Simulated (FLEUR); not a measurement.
Entries from a set of simulations; values are calculated unless marked as measured.

```cif
data_crrh
_symmetry_space_group_name_H-M 'P 1'
_symmetry_Int_Tables_number 1
_cell_length_a 2.6840
_cell_length_b 5.3679
_cell_length_c 15.8091
_cell_angle_alpha 90.000
_cell_angle_beta 90.000
_cell_angle_gamma 90.000
_cell_volume 227.77
loop_
_atom_site_label
_atom_site_type_symbol
_atom_site_fract_x
_atom_site_fract_y
_atom_site_fract_z
_atom_site_occupancy
Rh1 Rh 0.00000 0.00000 0.44278 1
Rh2 Rh 0.00000 0.50000 0.44278 1
Cr3 Cr 0.50000 0.25000 0.55722 1
Cr4 Cr 0.50000 0.75000 0.55722 1
_calc_subject 'Magnetic state of 1 ML Cr on Rh(001), 1 substrate layers from several starts'
_calc_method 'PBE; all-electron FLAPW film, Dirac cores, scalar-relativistic bands (and 1 further level or step)'
_calc_program 'FLEUR MaX-R8.1'
_calc_settings_of_one_run 'kmax 3.6 1/bohr, gmax 10.8 1/bohr, muffin tin radii Rh: 2.35, Cr: 2.35 bohr, lmax Rh: [8, 6], Cr: [8, 6], hist occupations, smearing width 0.03 eV, mixer Anderson, mixing 0.03, max iterations 120, stop 2.00e-5 me/bohr³, film mode on, collinear spin, 10×5×1 k-mesh, mesh matched on, starting moments 0 0 2.5 -2.5 μB'
_calc_cost '5 runs, 6.6 min in all on 4 MPI ranks of AMD EPYC 9R45, shared host (the runs of this entry)'
_calc_notes 'Only 4 starts were tried; other patterns of signs, canted and longer-period orders were not. With one substrate layer the cell is a free-standing, unrelaxed film and no surface.'
_calc_lowest_state_found 'antiferromagnetic (initial antiferro q=(0,1/2,0) +-)'
_calc_largest_site_spin_moment '3.04 μB'
_calc_next_finished_state 'antiferromagnetic, 12.8 meV a seeded atom higher'
_calc_energy_gained_by_spin_polarisation '467 meV a seeded atom'
_calc_orbital_moment_on_the_atom_of_largest_spin_along_its_spin_spin_orbit_run '-0.00638 μB'
```

[Logs and program files are shortened in this print: banners, set-up blocks, solver, clock and traceback lines can be left out without a mark of their own.]

[Logs are printed without paths, hosts, clocks, repeated set-up lines and the standing remarks that a program may print on its own settings, such as how far it seeks lower states.]

[Hosts, paths, dates, database ids (printed as entryN), source tags and the programs' standing remarks are cut or masked in the printed files.]

[Where a cell is said to come from a database of computed structures, the database is the Materials Project.]
